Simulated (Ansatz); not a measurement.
input.yaml

```yaml
crystal:
  lattice:
    - [0.0, 2.21963802, 2.21963802]
    - [2.21963802, 0.0, 2.21963802]
    - [2.21963802, 2.21963802, 0.0]
  atoms:
    - { symbol: Li, position: [0.0, 0.0, 0.0] }
basis:
  ecutwfc: 420
kpoints:
  mp_grid: { grid: [16, 16, 16] }
hamiltonian:
  xc: pbe
scf:
  occupations: { method: gaussian, width: 0.1 }
output:
  forces: true
  stress: true
  eigenvalues: true
```

Run as
```bash
ansatz run input.yaml --threads 1 --pin off --max-ram 1331MiB --backend cpu --events-out ev --progress --plain --runs-dir out
```

Theory: DFT PBE, scalar-relativistic, plane waves, PAW in Ansatz.

Part of what the program printed, abridged (iterations and final results):

```
SCF iter   1: F=—  HF=-204.685745 eV  |F-HF|=—  |Δ(HF+E_count)|=         —  Δρ=2.44e-4  dr2=1.46e-5  ethr=1.77e-3  ⟨swp⟩=4.1  Hψ=6679  notcnv=0
SCF iter   2: F=—  HF=-204.685747 eV  |F-HF|=—  |Δ(HF+E_count)|=   1.19e-6  Δρ=1.26e-4  dr2=3.92e-6  ethr=4.86e-7  ⟨swp⟩=1.7  Hψ=2138  notcnv=0
SCF iter   3: F=-204.685750 eV  HF=-204.685750 eV  |F-HF|=1.32e-9  |Δ(HF+E_count)|=   3.20e-6  Δρ=5.07e-6  dr2=5.16e-9  ethr=1.31e-7  ⟨swp⟩=1.6  Hψ=903  notcnv=0
SCF iter   4: F=-204.685750 eV  HF=-204.685750 eV  |F-HF|=3.89e-11  |Δ(HF+E_count)|=   1.32e-9  Δρ=9.50e-7  dr2=1.75e-10  ethr=1.72e-10  ⟨swp⟩=2.1  Hψ=1043  notcnv=0
SCF iter   5: F=-204.685750 eV  HF=-204.685750 eV  |F-HF|=9.38e-13  |Δ(HF+E_count)|=  4.83e-11  Δρ=1.40e-7  dr2=3.55e-12  ethr=5.82e-12  ⟨swp⟩=1.6  Hψ=902  notcnv=0
SCF iter   6: F=-204.685750 eV  HF=-204.685750 eV  |F-HF|=5.68e-14  |Δ(HF+E_count)|=  6.82e-13  Δρ=5.88e-9  dr2=3.26e-15  ethr=1.00e-12  ⟨swp⟩=1.7  Hψ=2617  notcnv=0
SCF 1 converged in 6 iterations: F = -204.685750 eV  dr2 = 3.26e-15
SCF converged after 6 iterations
Free energy (F): -204.685750 eV
Harris-Foulkes:  -204.685750 eV  (|F-HF|=5.68e-14)
Internal energy: -204.683512 eV  (E = F + TS)
E sigma→0 (E₀):  -204.684631 eV
Entropy (-TS):   -0.002238 eV (-2.238 meV/atom)
Fermi energy:    0.763947 eV
--- Per-component energies (eV) ---
  E_band       = -92.255818
  E_kinetic    = 20.947344
  E_local      = -134.473803  (includes V_loc(G=0)·N_el)
  E_nonlocal   = -33.276963
  E_hartree    = 39.993024
  E_xc         = -9.947858
  E_vxc        = -12.801368  (∫ρ·V_xc dr)
  E_paw        = -21.001811  (= ΣΔE_a)
  E_vpaw       = -12.637100  (= ΣTr[D̂ρ^β])
  E_aug_tail   = 0.000023  (compensation charges beyond the density's cutoff)
  E_ewald      = -66.923468
  E_smearing   = -0.002238  (= −TS)
--- Forces (eV/Å), atoms counted from 1 ---
  atom   1  Li     0.00000000     0.00000000     0.00000000
--- Stress (GPa, compression-positive) ---
       -0.966113       0.000000       0.000000
        0.000000      -0.966113       0.000000
        0.000000       0.000000      -0.966113
  P = ⅓ Tr σ = -0.9661 GPa (-9.661 kbar)
--- Band table (eV; the first three rows and the last of 145) ---
  k-point 0: bands = ["-45.8573", "-2.6844", "14.3836", "14.3836", "14.3836", "18.1536"]
  k-point 1: bands = ["-45.8568", "-2.6164", "13.6558", "14.2331", "14.2331", "17.5030"]
  k-point 2: bands = ["-45.8554", "-2.4122", "12.0097", "13.8925", "13.8925", "17.3866"]
  k-point 144: bands = ["-45.8397", "4.1302", "4.1302", "4.9977", "8.8559", "16.9667"]
```

The calculation finished and met its thresholds.